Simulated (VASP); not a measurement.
# Se (R-3m) in VASP: a series of runs

The runs below take Se through relaxation of cell and atoms, with PBEsol.

Everything below comes from runs of VASP 6.6.1. Logs are shortened: lines on timing, memory, paths and dates and some standing lists are left out, and cuts for length are marked.

## Step 1: Starting point

Symmetry: R-3m, No. 166, trigonal system. The conventional cell has a = 3.907 Å, b = 3.907 Å, c = 2.695 Å, α = 90.00°, β = 90.00°, γ = 120.00°. Se (site symmetry -3m) is surrounded by 8 Se at 2.43 to 2.69 Å.

This isn't the form of Se at room conditions, which is trigonal, of chains.

## Step 2: Relaxation of cell and atoms, PBEsol, target pressure 187.5 GPa, at which the enthalpy is minimised

Contents of INCAR:

```
ALGO = Fast
EDIFF = 1E-7
EDIFFG = -0.002
ENCUT = 700
GGA = PS
IBRION = 2
ISIF = 3
ISMEAR = 0
LASPH = T
LCHARG = F
LREAL = F
LWAVE = F
NELM = 60
NSW = 80
PREC = Accurate
PSTRESS = 1875.0
SIGMA = 0.1
```

Contents of KPOINTS:

```
k-points
0
Gamma
  21 21 21
```

Contents of POSCAR:

```
Se                                      
1.0
    1.9534107824      1.1278023130      0.8982189146
   -1.9534107824      1.1278023130      0.8982189146
    0.0000000000     -2.2556046260      0.8982189146
  Se            
     1
Direct
     0.0000000000000000    0.0000000000000000    0.0000000000000000
```

Potentials or basis: VASP PAW PBE potentials, release 64 (Se).

Started as:

```
$ cat potpaw_PBE.64/Se/POTCAR > POTCAR
$ mpirun -np 1 vasp_std > vasp.out
```

OUTCAR:

```text
EDIFF = 1E-7
   EDIFFG = -0.002
   ENCUT = 700
   GGA = PS
   IBRION = 2
   ISIF = 3
   ISMEAR = 0
   LASPH = T
   LREAL = F
   NELM = 60
   NSW = 80
   PREC = Accurate
   PSTRESS = 1875.0

 ion  position               nearest neighbor table
   1  0.000  0.000  0.000-

  LATTYP: Found a trigonal (rhomboedric) cell.
 ALAT       =     2.4278692223
 COS(alpha) =    -0.2946923371

  Lattice vectors:

 A1 = (   1.9534107824,   1.1278023130,   0.8982189146)
 A2 = (  -1.9534107824,   1.1278023130,   0.8982189146)
 A3 = (   0.0000000000,  -2.2556046260,   0.8982189146)

Analysis of symmetry for initial positions (statically):
=====================================================================
 Subroutine PRICEL returns:
 Original cell was already a primitive cell.

 Routine SETGRP: Setting up the symmetry group for a
 trigonal (rhombohedral) supercell.

 Subroutine GETGRP returns: Found 12 space group operations
 (whereof 12 operations were pure point group operations)
 out of a pool of 12 trial point group operations.

The static configuration has the point symmetry D_3d.

Analysis of symmetry for dynamics (positions and initial velocities):
=====================================================================
 Subroutine PRICEL returns:
 Original cell was already a primitive cell.

 Routine SETGRP: Setting up the symmetry group for a
 trigonal (rhombohedral) supercell.

 Subroutine GETGRP returns: Found 12 space group operations
 (whereof 12 operations were pure point group operations)
 out of a pool of 12 trial point group operations.

The dynamic configuration has the point symmetry D_3d.

 Subroutine INISYM returns: Found 12 space group operations
 (whereof 12 operations are pure point group operations),
 and found     1 'primitive' translations

----------------------------------------------------------------------------------------

                                     Primitive cell

  volume of cell :      11.8730

  direct lattice vectors                    reciprocal lattice vectors
     1.953410782  1.127802313  0.898218915     0.255962547  0.147780036  0.371104781
    -1.953410782  1.127802313  0.898218915    -0.255962547  0.147780036  0.371104781
     0.000000000 -2.255604626  0.898218915     0.000000000 -0.295560072  0.371104781
[... 99 lines left out ...]
   IALGO  =     68    algorithm
   IMIX   =      4    mixing-type and parameters
     AMIX     =   0.40;   BMIX     =  1.00
     AMIX_MAG =   1.60;   BMIX_MAG =  1.00
  volume/ion in A,a.u.               =      11.87        80.12
  Fermi-wavevector in a.u.,A,eV,Ry     =   1.303983  2.464170 23.134959  1.700372
  Thomas-Fermi vector in A             =   2.434949
   LORBIT       =      0    0 simple, 1 ext, 2 COOP (PROOUT), +10 PAW based schemes
   GGA     = PS    functional components
   LHFCALC =     F    Hartree Fock is set to
   AEXX    =    0.0000 exact exchange contribution
   IVDW    =     0    specifies the selected vdW correction
   LEPSILON=     F    determine dielectric tensor
   LRPA    =     F    only Hartree local field effects (RPA)
 conjugate gradient relaxation of ions
 non-spin polarized calculation
 RMM-DIIS sequential band-by-band and
 Gauss-broadening in eV      SIGMA  =   0.10
  energy-cutoff  :      700.00
  volume of cell :       11.87
 maximum number of plane-waves:       518
 NGX is ok and might be reduce to    24
   NGX = 11   NGY = 11   NGZ = 11

--------------------------------------- Ionic step        1  -------------------------------------------

 number of electron       6.0000000 magnetization

 Free energy of the ion-electron system (eV)
  ---------------------------------------------------
  ext. energy  EPLUGINS =         0.00000000
  ---------------------------------------------------
  free energy    TOTEN  =        -1.55816008 eV

  energy without entropy =       -1.55652703  energy(sigma->0) =       -1.55734356

------------------------ aborting loop because EDIFF is reached ----------------------------------------

  FORCE on cell =-STRESS in cart. coord.  units (eV):
  Direction    XX          YY          ZZ          XY          YZ          ZX
  --------------------------------------------------------------------------------------
  -------------------------------------------------------------------------------------
  Total        9.2637942      9.2637954      9.2650997      0.0000000     -0.0000000     -0.0000000
  in kB     1250.0847925   1250.0849520   1250.2609614      0.0000000     -0.0000000     -0.0000000
  external PRESSURE =    -624.8564314 kB  Pullay stress =    1875.0000000 kB
[... 94 lines left out ...]
  energy  without entropy=       -0.7757444779  energy(sigma->0) =       -0.77652268

  enthalpy is  TOTEN    =        12.1163481655 eV   P V=       12.8936490478

[... ionic steps 4 to 14 ...]

--------------------------------------- Ionic step       15  -------------------------------------------

 number of electron       5.9999999 magnetization

------------------------ aborting loop because EDIFF is reached ----------------------------------------
[... 69 lines left out ...]
--------------------------------------- Ionic step       17  -------------------------------------------

 number of electron       5.9999999 magnetization

 Free energy of the ion-electron system (eV)
  ---------------------------------------------------
  ext. energy  EPLUGINS =         0.00000000
  ---------------------------------------------------
  free energy    TOTEN  =        -0.43145950 eV

  energy without entropy =       -0.42981442  energy(sigma->0) =       -0.43063696

 E-fermi :  16.0689     XC(G=0): -13.8065

 val. band max:       16.0513737547   @ k =  -0.3810   0.1429   0.0952
 cond. band min:      16.0762221218   @ k =  -0.4762   0.3810   0.3333
 fundamental gap:      0.0248483671
 Fermi energy:        16.0689439901

 k-point     1 :       0.0000    0.0000    0.0000
  band No.  band energies     occupation
      1      -8.6956      2.00000
      2      23.9798      0.00000
      3      23.9841      0.00000
      4      23.9841      0.00000
      5      30.1704      0.00000
      6      30.1704      0.00000
      7      30.1729      0.00000
[... 221 lines left out ...]
 k-point    24 :      -0.3810    0.0476   -0.0000
  band No.  band energies     occupation
      1      -3.6813      2.00000
      2       7.5638      2.00000
      3      16.8724      0.00000
      4      19.9837      0.00000
      5      24.4864      0.00000
      6      25.5655      0.00000
      7      34.2504      0.00000

 [... further k-points ...]
[... 5 lines left out ...]
  --------------------------------------------------------------------------------------
  -------------------------------------------------------------------------------------
  Total       12.5051236     12.5051557     12.5023819     -0.0000000      0.0000000     -0.0000000
  in kB     1875.1920370   1875.1968429   1874.7809032     -0.0000000      0.0000000     -0.0000000
  external PRESSURE =       0.0565944 kB  Pullay stress =    1875.0000000 kB
[... 20 lines left out ...]
  energy  without entropy=       -0.4298144229  energy(sigma->0) =       -0.43063696

  enthalpy is  TOTEN    =        12.0723834898 eV   P V=       12.5038429859

 reached required accuracy - stopping structural energy minimisation
```

OSZICAR:

```text
N       E                     dE             d eps       ncg     rms          rms(c)
DAV:   1     0.137292499168E+02    0.13729E+02   -0.41000E+03 12656   0.101E+03
DAV:   2    -0.143366378607E+01   -0.15163E+02   -0.14685E+02 17521   0.990E+01
[... 128 lines left out ...]
RMM:   4    -0.437857445033E+00   -0.49736E-08   -0.11999E-08  6962   0.131E-03
  16 F= 0.12072390E+02 E0= 0.12073218E+02  d E =-.326781E-03
       N       E                     dE             d eps       ncg     rms          rms(c)
DAV:   1    -0.431466715521E+00    0.63907E-02   -0.74320E-04 16044   0.184E-01    0.193E-02
RMM:   2    -0.431461792018E+00    0.49235E-05   -0.12913E-05 12474   0.382E-02    0.114E-02
RMM:   3    -0.431459472689E+00    0.23193E-05   -0.33968E-06 12474   0.157E-02    0.229E-03
RMM:   4    -0.431459496016E+00   -0.23328E-07   -0.96143E-08  9071   0.366E-03
  17 F= 0.12072383E+02 E0= 0.12073206E+02  d E =-.699209E-05
```

Run time: 11 min. Hardware: 1 thread of Intel Xeon Platinum 8488C (Sapphire Rapids), shared host; peak memory 0.29 GiB.

Results:

- Free energy: -0.4315 eV
- Relaxed volume: 10.68 Å³/atom
- Relaxed cell: a = 2.403 Å, b = 2.403 Å, c = 2.403 Å, α = 109.47°, β = 109.47°, γ = 109.47°
- Space group after relaxing (to 0.05 Å): Im-3m (No. 229)
- Energy change on relaxing (the enthalpy is what falls): +1126.7 meV/atom
- Ionic steps: 17
- Pressure after relaxing: 187.5 GPa
- Band gap on the k mesh: none (metal or under the smearing width)

Step by step:
| step | energy change (eV) | largest force (eV/Å) | pressure (GPa) | volume (Å³) |
| --- | --- | --- | --- | --- |
| 1 | 0.0000 | 0.0000 | 125.01 | 11.87 |
| 2 | 21.1385 | 0.0000 | 1646.18 | 5.56 |
| 3 | 0.7809 | 0.0000 | 169.84 | 11.02 |
| 4 | 0.9521 | 0.0000 | 179.70 | 10.86 |
| 5 | 1.0882 | 0.0000 | 187.54 | 10.74 |
| 6 | 1.0627 | 0.0000 | 186.08 | 10.76 |
| 7 | 1.0725 | 0.0000 | 186.18 | 10.75 |
| 8 | 1.1153 | 0.0000 | 187.62 | 10.71 |
| 9 | 1.2675 | 0.0000 | 195.99 | 10.57 |
| 10 | 1.1478 | 0.0000 | 189.13 | 10.67 |
| 11 | 1.1967 | 0.0000 | 191.56 | 10.63 |
| 12 | 1.0883 | 0.0000 | 185.39 | 10.72 |
| 13 | 1.1514 | 0.0000 | 188.96 | 10.66 |
| 14 | 1.1322 | 0.0000 | 187.83 | 10.68 |
| 15 | 1.1184 | 0.0000 | 187.03 | 10.69 |
| 16 | 1.1203 | 0.0000 | 187.14 | 10.69 |
| 17 | 1.1267 | 0.0000 | 187.51 | 10.68 |

Final structure:
```
Se
1.0
     1.96212    1.13283    0.80114
    -1.96212    1.13283    0.80114
     0.00000   -2.26567    0.80114
Se
1
Direct
  0.00000 0.00000 0.00000
```

Levels at points of the mesh, in eV from the Fermi level:
```tsv
k point	band 1	band 2	band 3	band 4	band 5	band 6	band 7
(0.00, 0.00, 0.00)	-24.76	7.91	7.92	7.92	14.10	14.10	14.10
```

Caveat: the cell is relaxed towards a set pressure, so the enthalpy falls and the energy may rise; the PAW data sets were made with another functional, which shifts forces and pressure a little.

## Step 3: Relaxation of cell and atoms, PBEsol, target pressure 187.5 GPa, at which the enthalpy is minimised

This run uses another cell than the first one, of 10.68 Å³/atom, 0.900 times its volume.

INCAR is that of step 2.

KPOINTS is that of step 2.

Contents of POSCAR:

```
Se                                      
1.0
    1.9621221102      1.1328331802      0.8011421451
   -1.9621221102      1.1328331802      0.8011421451
    0.0000000000     -2.2656663604      0.8011421451
  Se            
     1
Direct
     0.0000000000000000    0.0000000000000000    0.0000000000000000
```

Potentials or basis: VASP PAW PBE potentials, release 64 (Se).

Started as:

```
$ cat potpaw_PBE.64/Se/POTCAR > POTCAR
$ mpirun -np 1 vasp_std > vasp.out
```

OUTCAR:

```text
EDIFF = 1E-7
   EDIFFG = -0.002
   ENCUT = 700
   GGA = PS
   IBRION = 2
   ISIF = 3
   ISMEAR = 0
   LASPH = T
   LREAL = F
   NELM = 60
   NSW = 80
   PREC = Accurate
   PSTRESS = 1875.0

 ion  position               nearest neighbor table
   1  0.000  0.000  0.000-

  LATTYP: Found a trigonal (rhomboedric) cell.
 ALAT       =     2.4031360607
 COS(alpha) =    -0.3332921994

  Lattice vectors:

 A1 = (   1.9621221102,   1.1328331802,   0.8011421451)
[... 419 lines left out ...]
      2       7.5639      2.00000
      3      16.8724      0.00000
      4      19.9838      0.00000
      5      24.4865      0.00000
      6      25.5655      0.00000
      7      34.2504      0.00000

 [... further k-points ...]
[... 5 lines left out ...]
  --------------------------------------------------------------------------------------
  -------------------------------------------------------------------------------------
  Total       12.5050059     12.5050380     12.5019295      0.0000000      0.0000000      0.0000000
  in kB     1875.1743898   1875.1791957   1874.7130709      0.0000000      0.0000000      0.0000000
  external PRESSURE =       0.0222188 kB  Pullay stress =    1875.0000000 kB

 VOLUME and BASIS-vectors are now :
 -----------------------------------------------------------------------------
  energy-cutoff  :      700.00
  volume of cell :       10.68
      direct lattice vectors                 reciprocal lattice vectors
     1.962122110  1.132833180  0.801142145     0.254826138  0.147123751  0.416072647
    -1.962122110  1.132833180  0.801142145    -0.254826138  0.147123751  0.416072647
     0.000000000 -2.265666360  0.801142145     0.000000000 -0.294247502  0.416072647

 POSITION                                       TOTAL-FORCE (eV/Angst)
 -----------------------------------------------------------------------------------
      0.00000      0.00000      0.00000         0.000000      0.000000     -0.000000
 -----------------------------------------------------------------------------------
    total drift:                               -0.000000      0.000000      0.000000

  FREE ENERGIE OF THE ION-ELECTRON SYSTEM (eV)
  ---------------------------------------------------
  free  energy   TOTEN  =        -0.4313746521 eV

  energy  without entropy=       -0.4297296181  energy(sigma->0) =       -0.43055214

  enthalpy is  TOTEN    =        12.0724683337 eV   P V=       12.5038429858

 reached required accuracy - stopping structural energy minimisation
```

OSZICAR:

```text
N       E                     dE             d eps       ncg     rms          rms(c)
DAV:   1     0.145652329066E+02    0.14565E+02   -0.42259E+03 12677   0.102E+03
DAV:   2    -0.339994836996E+00   -0.14905E+02   -0.14242E+02 17486   0.100E+02
DAV:   3    -0.472448009099E+00   -0.13245E+00   -0.13227E+00 14623   0.105E+01
DAV:   4    -0.472517827413E+00   -0.69818E-04   -0.69818E-04 19607   0.214E-01
DAV:   5    -0.472517836710E+00   -0.92970E-08   -0.67609E-08 14903   0.134E-03    0.118E+01
RMM:   6    -0.445725849749E+00    0.26792E-01   -0.25449E-03 12474   0.469E-01    0.712E+00
RMM:   7    -0.431433814502E+00    0.14292E-01   -0.50431E-03 12474   0.713E-01    0.731E-02
RMM:   8    -0.431377825934E+00    0.55989E-04   -0.14889E-04 12474   0.137E-01    0.237E-02
RMM:   9    -0.431374722125E+00    0.31038E-05   -0.66364E-06 12474   0.274E-02    0.718E-03
RMM:  10    -0.431374652077E+00    0.70049E-07   -0.16877E-07  9992   0.484E-03
   1 F= 0.12072468E+02 E0= 0.12073291E+02  d E =0.120725E+02
```

CONTCAR:

```text
Se
   1.00000000000000
     1.9621221101999999    1.1328331802000000    0.8011421451000000
    -1.9621221101999999    1.1328331802000000    0.8011421451000000
     0.0000000000000000   -2.2656663604000000    0.8011421451000000
  Se
     1
Direct
     0.0000000000000000    0.0000000000000000    0.0000000000000000

  0.00000000E+00  0.00000000E+00  0.00000000E+00
```

Wall time 65 s (1 thread of Intel Xeon Platinum 8488C (Sapphire Rapids), shared host); peak memory 0.23 GiB.

What came out:

- Free energy: -0.4314 eV
- Pressure after relaxing: 187.5 GPa
- Band gap on the k mesh: none (metal or under the smearing width)

Final structure:
```
CELL_PARAMETERS angstrom
1.96212 1.13283 0.80114
-1.96212 1.13283 0.80114
0.00000 -2.26567 0.80114
ATOMIC_POSITIONS crystal
Se 0.00000 0.00000 0.00000
```

Caveat: the relaxation stopped at its first step, so nothing moved; the cell is relaxed towards a set pressure, so the enthalpy falls and the energy may rise; the PAW data sets were made with another functional, which shifts forces and pressure a little.
